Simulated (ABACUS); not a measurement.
Set up this calculation in ABACUS 3.10.1, as an ASE script.

* Task: single point
* Functional: SOGGA
* Potentials or basis: PseudoDojo NC SR 0.4.1 PBE standard
* Cutoff: 1075 eV
* Density cutoff: 4299 eV
* Basis: plane waves
* k mesh: 9 × 9 × 9
* Occupations: fermi-dirac, width 0.05 eV
* Spin: no spin polarisation
* Radial cutoff of the potentials (pseudo_rcut): 7 bohr
* SCF threshold on the density: 1e-08
* Max SCF steps: 100
* Eigensolver: dav
* Mixing: broyden
* Mixing share: 0.7
* Symmetry key: 1
* Bands: 24

The structure of Ge lies in POSCAR:

```
Ge
1.0
   -2.5744897190      2.5744897190      1.3974126432
    2.5744897190     -2.5744897190      1.3974126432
    2.5744897190      2.5744897190     -1.3974126432
Ge
2
Direct
    0.5000000000      0.5000000000      0.0000000000
    0.2500000000      0.7500000000      0.5000000000
```

This isn't the form of Ge at room conditions, which is diamond.

The input as run:

run_abacus.py

```python
"""ABACUS run from a structure file: ASE reads it, the script writes STRU, KPT and INPUT."""
import re
import subprocess
from ase.io import read
from ase.units import Bohr

atoms = read("POSCAR")
atoms = atoms[(-atoms.numbers).argsort(kind="stable")]  # ABACUS lists atoms element by element
pseudo = {'Ge': 'Ge.upf'}
orbital = {}
magmoms = None
kmesh = [9, 9, 9]
params = {
    'suffix': 'Ge',
    'calculation': 'scf',
    'basis_type': 'pw',
    'pseudo_dir': './',
    'symmetry': 1,
    'dft_functional': 'GGA_X_SOGGA+GGA_C_PBE',
    'ecutwfc': 79,
    'pseudo_rcut': 7,
    'nspin': 1,
    'nbands': 24,
    'ks_solver': 'dav',
    'smearing_method': 'fd',
    'smearing_sigma': 0.00367493,
    'scf_thr': 1e-08,
    'scf_nmax': 100,
    'mixing_type': 'broyden',
    'mixing_beta': 0.7,
    'cal_force': 1,
    'cal_stress': 1,
    'out_chg': 1,
    'out_pot': 2,
    'out_elf': 1,
}

symbols = atoms.get_chemical_symbols()
elements = list(dict.fromkeys(symbols))
lines = ["ATOMIC_SPECIES"] + [f"{e} {atoms.get_masses()[symbols.index(e)]:.4f} {pseudo[e]}" for e in elements]
if orbital:
    lines += ["", "NUMERICAL_ORBITAL"] + [orbital[e] for e in elements]
lines += ["", "LATTICE_CONSTANT", f"{1 / Bohr:.10f}", "", "LATTICE_VECTORS"]
lines += [" ".join(f"{x:.10f}" for x in v) for v in atoms.cell]
lines += ["", "ATOMIC_POSITIONS", "Direct"]
for e in elements:
    lines += ["", e, "0.0", str(symbols.count(e))]
    for i, p in enumerate(atoms.get_scaled_positions(wrap=False)):
        if symbols[i] == e:
            mag = "" if magmoms is None else " mag " + " ".join(str(x) for x in (magmoms[i] if isinstance(magmoms[i], list) else [magmoms[i]]))
            lines.append(" ".join(f"{x:.10f}" for x in p) + " 1 1 1" + mag)
open("STRU", "w").write("\n".join(lines) + "\n")
open("KPT", "w").write("K_POINTS\n0\nGamma\n%d %d %d 0 0 0\n" % tuple(kmesh))
open("INPUT", "w").write("INPUT_PARAMETERS\n" + "".join(f"{k:<20s}{v}\n" for k, v in params.items()))

done = subprocess.run(['mpirun', '-np', '4', 'abacus'])
if done.returncode:
    raise SystemExit(done.returncode)
log = open("OUT.Ge/running_scf.log").read()
print("final energy (eV):", re.findall(r"FINAL_ETOT_IS (\S+)", log))
```

Potentials or basis: PseudoDojo NC SR 0.4.1 PBE standard, plane waves.

The run is started by

```bash
$ OMP_NUM_THREADS=1 python run_abacus.py > log
```

It gave:

```json
{
  "Pressure": "-2.1 GPa",
  "Band gap on the k mesh": "none (metal or under the smearing width)"
}
```

Caveat: the potentials were made for another functional, which shifts forces and pressure.

It took 25 s on 4 MPI ranks on Intel(R) Xeon(R) 6975P-C (Granite Rapids), on a shared host, peak memory 0.36 GiB a rank.
